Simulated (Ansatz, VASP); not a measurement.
# Two plane-wave programs on PbF2

File POSCAR:

```
PbF2
1.0
    0.0000000000      3.0589455000      3.0589455000
    3.0589455000      0.0000000000      3.0589455000
    3.0589455000      3.0589455000      0.0000000000
Pb F
1 2
Direct
    0.0000000000      0.0000000000      0.0000000000
    0.2500000000      0.2500000000      0.2500000000
    0.7500000000      0.7500000000      0.7500000000
```

Contents of INCAR.step1:

```
PREC     = Accurate       # precision mode
ENCUT    = 520            # plane-wave cutoff, eV
ISMEAR   = 0              # smearing method
SIGMA    = 0.05           # smearing width, eV
LREAL    = False          # projectors in reciprocal space
LASPH    = True           # aspherical terms in the spheres
NELM     = 100            # most SCF steps
NBANDS   = 21             # bands
GGA      = PE             # functional
ALGO     = Normal         # electronic algorithm
EDIFF    = 1E-4           # SCF threshold, eV
LWAVE    = True           # write WAVECAR
LCHARG   = False          # write CHGCAR
```

The input INCAR.step2:

```
PREC     = Accurate       # precision mode
ENCUT    = 520            # plane-wave cutoff, eV
EDIFF    = 1E-6           # SCF threshold, eV
ISMEAR   = 0              # smearing method
SIGMA    = 0.05           # smearing width, eV
LREAL    = False          # projectors in reciprocal space
LASPH    = True           # aspherical terms in the spheres
NELM     = 100            # most SCF steps
ALGO     = Normal         # electronic algorithm
ISIF     = 2              # what is computed and relaxed
LWAVE    = False          # write WAVECAR
LCHARG   = False          # write CHGCAR
METAGGA  = R2SCAN         # meta-GGA
LMIXTAU  = True         
NBANDS   = 21             # bands
ISTART   = 1
```

File KPOINTS:

```
Automatic mesh
0
Gamma
  8 8 8
```

Input for Ansatz:

```yaml
crystal:
  lattice:
    - [0.0, 3.0589455, 3.0589455]
    - [3.0589455, 0.0, 3.0589455]
    - [3.0589455, 3.0589455, 0.0]
  atoms:
    - { symbol: Pb, position: [0.0, 0.0, 0.0] }
    - { symbol: F, position: [0.25, 0.25, 0.25] }
    - { symbol: F, position: [0.75, 0.75, 0.75] }
basis:
  ecutwfc: 500
kpoints:
  mp_grid: { grid: [8, 8, 8] }
hamiltonian:
  xc: r2scan
scf:
  occupations: { method: gaussian, width: 0.05 }
output:
  forces: true
  stress: true
  eigenvalues: true
```

Change from the starting cell: strain +0.030 along x and y, +0.030 along z, atoms carried along.

Alike in both runs: task single point; functional r2SCAN; k mesh 8 × 8 × 8; occupations gaussian, width 0.05 eV; no spin polarisation.

```csv
,VASP,Ansatz
version,VASP 6.6.1,Ansatz 0.2.0
potentials or method,"VASP PAW PBE potentials, release 64 (Pb_d, F)","scalar-relativistic, plane waves, PAW"
plane-wave cutoff (eV),520,500
valence electrons in the cell,28,28
```

|  | VASP | Ansatz | Ansatz less VASP |
| --- | --- | --- | --- |
| gap on the k mesh at the Fermi level (eV) | 4.93 | 4.93 | +0.005 |
| least direct gap on the mesh (eV) | 5.07 | 5.07 | 0.000 |
| pressure (GPa) | -6.1 | -6.0 | +0.13 |

With one functional, cell and mesh, what is left measures potentials, basis and numerics.

Caveats: the PAW data sets were made with another functional, which shifts forces and pressure a little (VASP); spin-orbit coupling is left out, which as a rule narrows the gap of such compounds by several tenths of an eV. A k mesh can miss the band edges.
